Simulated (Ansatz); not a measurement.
# B: pressure up to the limit of the methods, part 1 of 2

Aim: compress B (bcc type) step by step, far beyond the usual range, and follow pressure and electronic structure. Methods of the runs shown: LAPW, crystal datasets and norm-conserving. Companion runs by PAW are cited. Its runs: the reference run (LAPW); volume scaled by 1 (crystal datasets and norm-conserving); volume scaled by 0.88 (LAPW); volume scaled by 0.78 (LAPW and crystal datasets); volume scaled by 0.68 (LAPW); volume scaled by 0.58 (LAPW, crystal datasets and norm-conserving); volume scaled by 0.5 (LAPW); volume scaled by 0.43 (LAPW, crystal datasets and norm-conserving).

Program: Ansatz 0.2.0. Level of theory: DFT PBE, with the methods named in each step. These are calculated values, not measurements.

**1. Starting point**

It takes space group Im-3m (No. 229, cubic). The conventional cell has a = 2.308 Å, b = 2.308 Å, c = 2.308 Å, α = 90.00°, β = 90.00°, γ = 90.00°. Around B (site symmetry m-3m) lie 8 B at 2.00 Å.

Structure file:

```cif
data_structure
_symmetry_space_group_name_H-M 'P 1'
_symmetry_Int_Tables_number 1
_cell_length_a 1.9991
_cell_length_b 1.9991
_cell_length_c 1.9991
_cell_angle_alpha 109.471
_cell_angle_beta 109.471
_cell_angle_gamma 109.471
_cell_volume 6.15
loop_
_atom_site_label
_atom_site_type_symbol
_atom_site_fract_x
_atom_site_fract_y
_atom_site_fract_z
_atom_site_occupancy
B1 B 0.00000 0.00000 0.00000 1
```

Whether this phase is the stable one at these pressures isn't tested.

**2. The reference volume, LAPW**

input.yaml reads:

```yaml
crystal:
  lattice:
    - [-1.1541931277, 1.1541931277, 1.1541931277]
    - [1.1541931277, -1.1541931277, 1.1541931277]
    - [1.1541931277, 1.1541931277, -1.1541931277]
  atoms:
    - { symbol: B, position: [0.0, 0.0, 0.0] }
kpoints:
  mp_grid: { grid: [22, 22, 22] }
  band_path:
    path:
      - [0.0, 0.0, 0.0]
      - [0.5, -0.5, 0.5]
      - [0.0, 0.0, 0.5]
      - [0.0, 0.0, 0.0]
      - [0.25, 0.25, 0.25]
      - [0.5, -0.5, 0.5]
      - [0.25, 0.25, 0.25]
      - [0.0, 0.0, 0.5]
    npoints: 14
scf:
  occupations: { method: fermi_dirac, width: 0.1 }
hamiltonian:
  xc: pbe
  pseudopotentials: { kind: all_electron, lapw: { basis_error: 0.001 } }
output:
  forces: true
  stress: true
  eigenvalues: true
  populations: true
  dos: { projected: true, de: 0.2, e_range: [-14, 8] }
```

Command:

```bash
$ ansatz run input.yaml --threads 1 --pin off --max-ram 2048MiB --backend cpu --events-out ev --progress --plain --runs-dir out
```

Output, shortened:

```text
B: projections on atomic orbitals take those of the free atom 1s2 2s2 2p1, of charge +0.00 (hamiltonian.pseudopotentials.projection_atoms)
LAPW: plane waves up to 8.257 Å⁻¹, error target 1.0e-3 eV per atom; small_component_spin mean_spin; B in spheres of 1.000 Å, 5 of its electrons in bands, Dirac shells []
[...]
Pseudopotentials: kind: all_electron
Pseudopotential: B, LAPW, valence charge 5, Koelling and Harmon's equation, gaussian nucleus
Functional definition: PBE
[...]
Crystal: 1 atoms, lattice volume = 6.150 Å³
Basis set: ecut = 259.74933191508865 eV, 55 PW (Γ), exchange–correlation at level 2
Bands: 7, of which v1, the nominal top of the filled ones, is band 3 counted from 1 (2 counted from 0)
Symmetry: 48 space group operations
Space group: Im-3m (ITA 229), of the structure as read, at distance tolerance 1.8e-5 Å
k-points: 328 of 10648
[...]
SCF iter   1: F=—  HF=-674.481724 eV  |F-HF|=—  |Δ(HF+E_count)|=         —  Δρ=7.94e-3  dr2=8.68e-4  ethr=1.73e-5  ⟨swp⟩=3.8  Hψ=20640  notcnv=0
[...]
SCF iter   4: F=-674.480144 eV  HF=-674.480144 eV  |F-HF|=2.13e-9  |Δ(HF+E_count)|=   5.35e-6  Δρ=7.83e-6  dr2=9.94e-10  ethr=2.18e-8  ⟨swp⟩=2.0  Hψ=6122  notcnv=0
[...]
NSCF: frozen V_eff on 99 k-points
SCF converged after 4 iterations
Free energy (F): -674.480144 eV
[...]
E sigma→0 (E₀):  -674.476563 eV
Entropy (-TS):   -0.007161 eV (-7.161 meV/atom)
Fermi energy:    14.116658 eV
[...]
--- Forces (eV/Å), atoms counted from 1 ---
  atom   1  B      0.00000000    -0.00000000     0.00000000
[...]
--- Stress (GPa, compression-positive) ---
       -0.088203      -0.000000      -0.000000
       -0.000000      -0.088203      -0.000000
       -0.000000      -0.000000      -0.088203
  P = ⅓ Tr σ = -0.0882 GPa (-0.882 kbar)
--- Band table (eV; the first three rows and the last of 328) ---
  k-point 0: bands = ["-161.6328", "-4.5369", "29.6021", "29.6021", "29.6021", "47.7751", "47.7751"]
[...]
--- Löwdin populations: 1 site ---
  site symbol       q [e]
     0      B      4.9789
  spilling = 0.004223 (of n_electrons = 5.000000)
```

Wall time 5.4 s (1 thread of Arm Neoverse V2, shared host); peak memory 0.24 GiB.

Result: pressure -0.09 GPa; no gap.

At the corners of the path (eV, zero at the Fermi level):

```
point   band 1  band 2  band 3  band 4  band 5  band 6
    Γ  -175.75  -18.65   15.49   15.49   15.49   33.66
    H  -175.74    0.37    0.37    0.37   10.19   10.19
    N  -175.75   -9.17   -4.64    8.66   12.59   22.11
    Γ  -175.75  -18.65   15.49   15.49   15.49   33.66
    P  -175.75   -2.53   -2.53   -2.53    2.60   36.44
    H  -175.74    0.37    0.37    0.37   10.19   10.19
    P  -175.75   -2.53   -2.53   -2.53    2.60   36.44
    N  -175.75   -9.17   -4.64    8.66   12.59   22.11
```

States per cell in windows of 1 eV (zero at the Fermi level; grid of 0.20 eV, so sharp peaks spill over the borders):

```
from  to  total  B 2p  B 2s
 -10  -9   0.22  0.18  0.04
  -9  -8   0.23  0.20  0.03
  -8  -7   0.19  0.17  0.02
  -7  -6   0.15  0.14  0.01
  -6  -5   0.10  0.09  0.01
  -5  -4   0.09  0.05  0.03
  -4  -3   0.28  0.16  0.12
  -3  -2   0.28  0.18  0.09
  -2  -1   0.24  0.16  0.07
  -1   0   0.21  0.15  0.05
   0   1   0.29  0.19  0.10
   1   2   0.33  0.22  0.11
   2   3   0.32  0.21  0.10
   3   4   0.32  0.21  0.10
   4   5   0.31  0.21  0.09
```

**3. Volume scaled by 1, crystal datasets**

input.yaml reads:

```yaml
crystal:
  lattice:
    - [-1.1541931277, 1.1541931277, 1.1541931277]
    - [1.1541931277, -1.1541931277, 1.1541931277]
    - [1.1541931277, 1.1541931277, -1.1541931277]
  atoms:
    - { symbol: B, position: [0.0, 0.0, 0.0] }
kpoints:
  mp_grid: { grid: [22, 22, 22] }
scf:
  occupations: { method: fermi_dirac, width: 0.1 }
hamiltonian:
  xc: pbe
  pseudopotentials: { kind: all_electron, datasets: crystal }
output:
  forces: true
  stress: true
  eigenvalues: true
```

Command:

```bash
$ ansatz run input.yaml --threads 1 --pin off --max-ram 2048MiB --backend cpu --events-out ev --progress --plain --runs-dir out
```

Output, shortened:

```text
[...]
Pseudopotentials: kind: all_electron
Pseudopotential: B, paw, valence charge 3, recommended cutoff 300 eV (normal), Koelling and Harmon's equation, gaussian nucleus
Functional definition: PBE
[...]
Crystal: 1 atoms, lattice volume = 6.150 Å³
Basis set: ecut = 300 eV, 79 PW (Γ), exchange–correlation on 24×24×24 points (8 copies of the dense FFT grid, shifted against one another)
Bands: 6, of which v1, the nominal top of the filled ones, is band 2 counted from 1 (1 counted from 0)
Symmetry: 48 space group operations
Space group: Im-3m (ITA 229), of the structure as read, at distance tolerance 1.8e-5 Å
k-points: 328 of 10648
[...]
SCF iter   1: F=—  HF=-674.351619 eV  |F-HF|=—  |Δ(HF+E_count)|=         —  Δρ=2.78e-2  dr2=8.49e-3  ethr=2.79e-4  ⟨swp⟩=3.0  Hψ=12425  notcnv=0
[...]
By the cutoff:   a pressure is off by up to 0.007 GPa (1.2 times the spheres' own share and the shells' term, over an atom's volume, and 0.004 GPa: a bound that held against runs at twice the plane waves)
Past the cutoffs: a stress includes 0.0009 GPa for waves and charges beyond them, in addition to the slope of what the spheres take
In the spheres:  the bands' charges fall short by 4.4e-7 e at most (sound up to 1e-3)
Fermi energy:    14.116636 eV
[...]
  The terms above E_closure are by the made datasets' own strengths, without shells solved beside the bands.
--- Forces (eV/Å), atoms counted from 1 ---
  atom   1  B     -0.00000000     0.00000000     0.00000000
[...]
--- Stress (GPa, compression-positive) ---
       -0.083660       0.000000       0.000000
        0.000000      -0.083660       0.000000
        0.000000       0.000000      -0.083660
  P = ⅓ Tr σ = -0.0837 GPa (-0.837 kbar)
--- Band table (eV; the first three rows and the last of 328) ---
  k-point 0: bands = ["-4.5369", "29.6020", "29.6020", "29.6020"]
[...]
```

It took 3.4 s on 1 thread of Arm Neoverse V2, shared host; peak memory 0.27 GiB.

This run gives: pressure -0.08 GPa; no gap.

**4. Volume scaled by 1, norm-conserving**

input.yaml, as its differences from that of step 3:

```diff
@@ -13,3 +13,3 @@
   xc: pbe
-  pseudopotentials: { kind: all_electron, datasets: crystal }
+  pseudopotentials: { kind: nc }
 output:
```

Command:

```bash
$ ansatz run input.yaml --threads 1 --pin off --max-ram 2048MiB --backend cpu --events-out ev --progress --plain --runs-dir out
```

Output, shortened:

```text
[...]
Pseudopotentials: kind: nc
Pseudopotential: B, nc, valence charge 3, recommended cutoff 1116 eV (normal), B.nc.azcp
Functional definition: PBE
[...]
Crystal: 1 atoms, lattice volume = 6.150 Å³
Basis set: ecut = 1116 eV, 531 PW (Γ), exchange–correlation on 48×48×48 points (8 copies of the dense FFT grid, shifted against one another)
Bands: 6, of which v1, the nominal top of the filled ones, is band 2 counted from 1 (1 counted from 0)
Symmetry: 48 space group operations
Space group: Im-3m (ITA 229), of the structure as read, at distance tolerance 1.8e-5 Å
k-points: 328 of 10648
[...]
SCF iter   1: F=—  HF=-79.325016 eV  |F-HF|=—  |Δ(HF+E_count)|=         —  Δρ=1.37e-2  dr2=2.78e-3  ethr=3.10e-3  ⟨swp⟩=5.0  Hψ=16079  notcnv=0
[...]
SCF iter   5: F=-79.328219 eV  HF=-79.328219 eV  |F-HF|=7.96e-13  |Δ(HF+E_count)|=  2.44e-10  Δρ=2.06e-7  dr2=5.85e-13  ethr=1.32e-11  ⟨swp⟩=1.0  Hψ=5223  notcnv=0
[...]
SCF converged after 5 iterations
Free energy (F): -79.328219 eV
[...]
E sigma→0 (E₀):  -79.324644 eV
Entropy (-TS):   -0.007151 eV (-7.151 meV/atom)
Fermi energy:    13.736034 eV
[...]
--- Forces (eV/Å), atoms counted from 1 ---
  atom   1  B      0.00000000     0.00000000     0.00000000
[...]
--- Stress (GPa, compression-positive) ---
       -0.093668      -0.000000       0.000000
        0.000000      -0.093668      -0.000000
       -0.000000       0.000000      -0.093668
  P = ⅓ Tr σ = -0.0937 GPa (-0.937 kbar)
--- Band table (eV; the first three rows and the last of 328) ---
  k-point 0: bands = ["-4.9198", "29.2391", "29.2391", "29.2391", "47.3744", "47.3744"]
[...]
```

Wall time 2.3 s (1 thread of Arm Neoverse V2, shared host); peak memory 0.25 GiB.

Read from it: pressure -0.09 GPa; no gap.

**5. Volume scaled by 0.88, LAPW**

input.yaml reads:

```yaml
crystal:
  lattice:
    - [-1.1060447742, 1.1060447742, 1.1060447742]
    - [1.1060447742, -1.1060447742, 1.1060447742]
    - [1.1060447742, 1.1060447742, -1.1060447742]
  atoms:
    - { symbol: B, position: [0.0, 0.0, 0.0] }
kpoints:
  mp_grid: { grid: [22, 22, 22] }
scf:
  occupations: { method: fermi_dirac, width: 0.1 }
hamiltonian:
  xc: pbe
  pseudopotentials: { kind: all_electron, lapw: { basis_error: 0.001 } }
output:
  forces: true
  stress: true
  eigenvalues: true
  populations: true
```

Command:

```bash
$ ansatz run input.yaml --threads 1 --pin off --max-ram 2048MiB --backend cpu --events-out ev --progress --plain --runs-dir out
```

Output, shortened:

```text
B: projections on atomic orbitals take those of the free atom 1s2 2s2 2p1, of charge +0.00 (hamiltonian.pseudopotentials.projection_atoms)
LAPW: plane waves up to 8.592 Å⁻¹, error target 1.0e-3 eV per atom; small_component_spin mean_spin; B in spheres of 0.958 Å, 5 of its electrons in bands, Dirac shells []
[...]
Pseudopotentials: kind: all_electron
Pseudopotential: B, LAPW, valence charge 5, Koelling and Harmon's equation, gaussian nucleus
Functional definition: PBE
[...]
Crystal: 1 atoms, lattice volume = 5.412 Å³
Basis set: ecut = 281.2476034301776 eV, 55 PW (Γ), exchange–correlation at level 2
Bands: 7, of which v1, the nominal top of the filled ones, is band 3 counted from 1 (2 counted from 0)
Symmetry: 48 space group operations
Space group: Im-3m (ITA 229), of the structure as read, at distance tolerance 1.8e-5 Å
k-points: 328 of 10648
[...]
SCF iter   4: F=-674.401712 eV  HF=-674.401712 eV  |F-HF|=6.75e-9  |Δ(HF+E_count)|=   3.67e-6  Δρ=1.31e-5  dr2=2.07e-9  ethr=1.66e-8  ⟨swp⟩=2.0  Hψ=6105  notcnv=0
[...]
SCF converged after 4 iterations
Free energy (F): -674.401712 eV
[...]
E sigma→0 (E₀):  -674.398393 eV
Entropy (-TS):   -0.006636 eV (-6.636 meV/atom)
Fermi energy:    16.287616 eV
[...]
--- Forces (eV/Å), atoms counted from 1 ---
  atom   1  B      0.00000000    -0.00000000     0.00000000
[...]
--- Stress (GPa, compression-positive) ---
       38.009586      -0.000000       0.000000
       -0.000000      38.009586      -0.000000
        0.000000      -0.000000      38.009586
  P = ⅓ Tr σ = 38.0096 GPa (380.096 kbar)
--- Band table (eV; the first three rows and the last of 328) ---
  k-point 0: bands = ["-159.3229", "-3.9247", "33.6741", "33.6741", "33.6741", "52.5030", "52.5030"]
[...]
--- Löwdin populations: 1 site ---
  site symbol       q [e]
     0      B      4.9779
  spilling = 0.004420 (of n_electrons = 5.000000)
```

Wall time 5 s (1 thread of Arm Neoverse V2, shared host); peak memory 0.24 GiB.

In short: pressure 38.01 GPa; no gap.

**6. Volume scaled by 0.78, LAPW**

input.yaml, as its differences from that of step 5:

```diff
@@ -2,5 +2,5 @@
   lattice:
-    - [-1.1060447742, 1.1060447742, 1.1060447742]
-    - [1.1060447742, -1.1060447742, 1.1060447742]
-    - [1.1060447742, 1.1060447742, -1.1060447742]
+    - [-1.0624537123, 1.0624537123, 1.0624537123]
+    - [1.0624537123, -1.0624537123, 1.0624537123]
+    - [1.0624537123, 1.0624537123, -1.0624537123]
   atoms:
```

Command:

```bash
$ ansatz run input.yaml --threads 1 --pin off --max-ram 2048MiB --backend cpu --events-out ev --progress --plain --runs-dir out
```

Output, shortened:

```text
B: projections on atomic orbitals take those of the free atom 1s2 2s2 2p1, of charge +0.00 (hamiltonian.pseudopotentials.projection_atoms)
LAPW: plane waves up to 8.925 Å⁻¹, error target 1.0e-3 eV per atom; small_component_spin mean_spin; B in spheres of 0.920 Å, 5 of its electrons in bands, Dirac shells []
[...]
Pseudopotentials: kind: all_electron
Pseudopotential: B, LAPW, valence charge 5, Koelling and Harmon's equation, gaussian nucleus
Functional definition: PBE
[...]
Crystal: 1 atoms, lattice volume = 4.797 Å³
Basis set: ecut = 303.5065906401096 eV, 55 PW (Γ), exchange–correlation at level 2
Bands: 7, of which v1, the nominal top of the filled ones, is band 3 counted from 1 (2 counted from 0)
Symmetry: 48 space group operations
Space group: Im-3m (ITA 229), of the structure as read, at distance tolerance 1.7e-5 Å
k-points: 328 of 10648
[...]
SCF iter   4: F=-674.159567 eV  HF=-674.159567 eV  |F-HF|=1.21e-8  |Δ(HF+E_count)|=   2.13e-6  Δρ=1.82e-5  dr2=3.05e-9  ethr=1.27e-8  ⟨swp⟩=2.0  Hψ=6064  notcnv=0
[...]
SCF converged after 4 iterations
Free energy (F): -674.159567 eV
[...]
E sigma→0 (E₀):  -674.156112 eV
Entropy (-TS):   -0.006911 eV (-6.911 meV/atom)
Fermi energy:    18.507685 eV
[...]
--- Forces (eV/Å), atoms counted from 1 ---
  atom   1  B      0.00000000    -0.00000000    -0.00000000
[...]
--- Stress (GPa, compression-positive) ---
       92.678030      -0.000000       0.000000
       -0.000000      92.678030       0.000000
        0.000000       0.000000      92.678030
  P = ⅓ Tr σ = 92.6780 GPa (926.780 kbar)
--- Band table (eV; the first three rows and the last of 328) ---
  k-point 0: bands = ["-156.9883", "-3.2495", "37.8869", "37.8869", "37.8869", "57.3685", "57.3685"]
[...]
--- Löwdin populations: 1 site ---
  site symbol       q [e]
     0      B      4.9772
  spilling = 0.004562 (of n_electrons = 5.000000)
```

It took 5 s on 1 thread of Arm Neoverse V2, shared host; peak memory 0.24 GiB.

In short: pressure 92.68 GPa; no gap.

**7. Volume scaled by 0.78, crystal datasets**

input.yaml, as its differences from that of step 6:

```diff
@@ -13,3 +13,3 @@
   xc: pbe
-  pseudopotentials: { kind: all_electron, lapw: { basis_error: 0.001 } }
+  pseudopotentials: { kind: all_electron, datasets: crystal }
 output:
@@ -18,2 +18 @@
   eigenvalues: true
-  populations: true
```

Command:

```bash
$ ansatz run input.yaml --threads 1 --pin off --max-ram 2048MiB --backend cpu --events-out ev --progress --plain --runs-dir out
```

Output, shortened:

```text
[...]
Pseudopotentials: kind: all_electron
Pseudopotential: B, paw, valence charge 3, recommended cutoff 380 eV (normal), Koelling and Harmon's equation, gaussian nucleus
Functional definition: PBE
[...]
Crystal: 1 atoms, lattice volume = 4.797 Å³
Basis set: ecut = 380 eV, 79 PW (Γ), exchange–correlation on 24×24×24 points (8 copies of the dense FFT grid, shifted against one another)
Bands: 6, of which v1, the nominal top of the filled ones, is band 2 counted from 1 (1 counted from 0)
Symmetry: 48 space group operations
Space group: Im-3m (ITA 229), of the structure as read, at distance tolerance 1.7e-5 Å
k-points: 328 of 10648
[...]
SCF iter   1: F=—  HF=-673.976734 eV  |F-HF|=—  |Δ(HF+E_count)|=         —  Δρ=3.34e-2  dr2=1.14e-2  ethr=4.08e-4  ⟨swp⟩=2.9  Hψ=12244  notcnv=0
[...]
By the cutoff:   a pressure is off by up to 0.006 GPa (1.2 times the spheres' own share and the shells' term, over an atom's volume, and 0.004 GPa: a bound that held against runs at twice the plane waves)
Past the cutoffs: a stress includes 0.0008 GPa for waves and charges beyond them, in addition to the slope of what the spheres take
In the spheres:  the bands' charges fall short by 7.5e-7 e at most (sound up to 1e-3)
Fermi energy:    18.507657 eV
[...]
  The terms above E_closure are by the made datasets' own strengths, without shells solved beside the bands.
--- Forces (eV/Å), atoms counted from 1 ---
  atom   1  B      0.00000000     0.00000000     0.00000000
[...]
--- Stress (GPa, compression-positive) ---
       92.683991      -0.000000      -0.000000
        0.000000      92.683991       0.000000
        0.000000       0.000000      92.683991
  P = ⅓ Tr σ = 92.6840 GPa (926.840 kbar)
--- Band table (eV; the first three rows and the last of 328) ---
  k-point 0: bands = ["-3.2495", "37.8868", "37.8868", "37.8868"]
[...]
```

Wall time 3.4 s (1 thread of Arm Neoverse V2, shared host); peak memory 0.27 GiB.

Read from it: pressure 92.68 GPa; no gap.

**8. Volume scaled by 0.68, LAPW**

input.yaml reads:

```yaml
crystal:
  lattice:
    - [-1.0149581182, 1.0149581182, 1.0149581182]
    - [1.0149581182, -1.0149581182, 1.0149581182]
    - [1.0149581182, 1.0149581182, -1.0149581182]
  atoms:
    - { symbol: B, position: [0.0, 0.0, 0.0] }
kpoints:
  mp_grid: { grid: [22, 22, 22] }
scf:
  occupations: { method: fermi_dirac, width: 0.1 }
hamiltonian:
  xc: pbe
  pseudopotentials: { kind: all_electron, lapw: { basis_error: 0.001 } }
output:
  forces: true
  stress: true
  eigenvalues: true
  populations: true
```

Command:

```bash
$ ansatz run input.yaml --threads 1 --pin off --max-ram 2048MiB --backend cpu --events-out ev --progress --plain --runs-dir out
```

Output, shortened:

```text
B: projections on atomic orbitals take those of the free atom 1s2 2s2 2p1, of charge +0.00 (hamiltonian.pseudopotentials.projection_atoms)
LAPW: plane waves up to 9.328 Å⁻¹, error target 1.0e-3 eV per atom; small_component_spin mean_spin; B in spheres of 0.879 Å, 5 of its electrons in bands, Dirac shells []
[...]
Pseudopotentials: kind: all_electron
Pseudopotential: B, LAPW, valence charge 5, Koelling and Harmon's equation, gaussian nucleus
Functional definition: PBE
[...]
Crystal: 1 atoms, lattice volume = 4.182 Å³
Basis set: ecut = 331.5090898797723 eV, 55 PW (Γ), exchange–correlation at level 2
Bands: 7, of which v1, the nominal top of the filled ones, is band 3 counted from 1 (2 counted from 0)
Symmetry: 48 space group operations
Space group: Im-3m (ITA 229), of the structure as read, at distance tolerance 1.6e-5 Å
k-points: 328 of 10648
[...]
SCF iter   4: F=-673.643589 eV  HF=-673.643589 eV  |F-HF|=9.98e-9  |Δ(HF+E_count)|=   8.57e-7  Δρ=1.92e-5  dr2=2.63e-9  ethr=1.07e-8  ⟨swp⟩=2.0  Hψ=6033  notcnv=0
[...]
SCF converged after 4 iterations
Free energy (F): -673.643589 eV
[...]
E sigma→0 (E₀):  -673.640266 eV
Entropy (-TS):   -0.006646 eV (-6.646 meV/atom)
Fermi energy:    21.295460 eV
[...]
--- Forces (eV/Å), atoms counted from 1 ---
  atom   1  B      0.00000000    -0.00000000     0.00000000
[...]
--- Stress (GPa, compression-positive) ---
      184.243016       0.000000       0.000000
        0.000000     184.243016       0.000000
        0.000000       0.000000     184.243016
  P = ⅓ Tr σ = 184.2430 GPa (1842.430 kbar)
--- Band table (eV; the first three rows and the last of 328) ---
  k-point 0: bands = ["-154.1545", "-2.3443", "43.1541", "43.1541", "43.1541", "63.4209", "63.4209"]
[...]
--- Löwdin populations: 1 site ---
  site symbol       q [e]
     0      B      4.9766
  spilling = 0.004685 (of n_electrons = 5.000000)
```

Run time: 5 s. Hardware: 1 thread of Arm Neoverse V2, shared host; peak memory 0.24 GiB.

In short: pressure 184.24 GPa; no gap.

(Continued in part 2 of 2.)
